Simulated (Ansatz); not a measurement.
## TiTe2: single point with PBE

TiTe2:

```
Te Ti
1.0
     3.77700    0.00000    0.00000
    -1.88850    3.27098    0.00000
     0.00000    0.00000    6.49800
Te Ti
2 1
Direct
  0.33333 0.66667 0.73720
  0.66667 0.33333 0.26280
  0.00000 0.00000 0.00000
```

```yaml
Program: Ansatz 0.2.0
Task: single point
Functional: PBE
Potentials_or_basis: Ansatz PAW
Cutoff: "420 eV (not typed: the program's choice for these potentials)"
k_mesh: 8 × 8 × 4
Occupations: gaussian, width 0.022 eV
Spin: no spin polarisation
```

* Pressure: 0.9 GPa
* Largest force: 0.010 eV/Å
* Band gap on the k mesh: none (metal or under the smearing width)

Forces on the atoms (eV/Å):
```
Te   0.000  0.000 -0.010
Te   0.000  0.000  0.010
Ti   0.000  0.000  0.000
```

Stress tensor (GPa, compression positive):
```
0.71 0.00 0.00
0.00 0.71 0.00
0.00 0.00 1.26
```

Levels at points of the mesh, in eV from the Fermi level:
```tsv
k point	band 20	band 21	band 22	band 23	band 24	band 25
(0.00, 0.00, 0.00)	0.38	0.43	0.43	0.61	1.10	1.10
(0.00, 0.00, -0.50)	-1.57	0.42	0.42	0.79	0.79	1.05
(0.00, -0.50, 0.00)	-2.36	-1.72	-1.10	0.05	1.18	1.51
(0.00, -0.50, -0.50)	-1.99	-0.95	-0.57	-0.23	1.18	1.49
```

Run time: 1.7 s on 2 threads of Intel(R) Xeon(R) 6975P-C (Granite Rapids), on a shared host, peak memory 0.43 GiB.

Caveat: this functional lacks dispersion, which binds the layers, so the pressure and a relaxed spacing across them are unreliable. Spin-orbit coupling is left out, which matters for the levels of Te.
